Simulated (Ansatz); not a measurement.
# Bands of TaS2

```
Ta S
1.0
     3.35000    0.00000    0.00000
    -1.67500    2.90119    0.00000
     0.00000    0.00000    5.86000
Ta S
1 2
Direct
  0.00000 0.00000 0.00000
  0.33333 0.66667 0.25000
  0.66667 0.33333 0.75000
```

Atom numbers follow the list: Ta1, S2, S3.

The conventional cell has a = 3.350 Å, b = 3.350 Å, c = 5.860 Å, α = 90.00°, β = 90.00°, γ = 120.00°. Around Ta (atom 1) lie 6 S at 2.43 Å. S (atom 2) is surrounded by 3 Ta at 2.43 Å.

The cell comes from COD entry 1537360, which wasn't checked; take it as a given geometry. It differs from other determinations.

Spin polarisation is left out, and whether a magnetic state lies lower isn't shown here.

No spin–orbit coupling, which matters for the heavy atoms here.

Level of theory: Ansatz 0.2.0, DFT, PBEsol, all-electron LAPW, scalar-relativistic.

Settings: a Γ-centred 8×8×4 k mesh, Fermi–Dirac smearing of 0.02 eV, basis error target 1 meV/atom, no spin polarisation.

Points in fractions of the reciprocal vectors of this cell: Γ (0, 0, 0), M (0.5, 0, 0), K (0.333, 0.333, 0), A (0, 0, 0.5), L (0.5, 0, 0.5), H (0.333, 0.333, 0.5). The path runs Γ–M–K–Γ–A–L–H–A–L. Energies are in eV from the Fermi level; (×n) counts levels within 4 meV of each other, which need not be degenerate by symmetry.

Problem. Is there a gap?

Solution. none: with an odd electron count and no spin polarisation the bands can't all be full, a metal in this set-up (in compounds, spin order or a distortion in a larger cell can open a gap).

Problem. List the levels between -8 and 5 eV at the symmetry points.

Solution. 
Γ: -7.03, -4.28 (×2), -1.33, -0.78 (×2), -0.01 (×2), 0.22, 4.07 (×2)
M: -7.05, -4.67, -4.53, -4.12, -3.48, -2.27, -0.84, 2.43, 2.97, 4.41
K: -5.84, -5.55 (×2), -3.82 (×2), -3.20, 1.12, 2.12 (×2), 4.13 (×2)
A: -5.76, -4.25 (×2), -3.60, -0.92 (×2), -0.04 (×2), 1.21, 4.50 (×2)
L: -7.13, -5.31, -4.41, -4.25, -2.24, -1.98, -1.29, 2.42, 2.96, 4.29, 4.49
H: -5.63 (×2), -5.51, -3.82, -3.55 (×2), 1.21, 1.42 (×2)
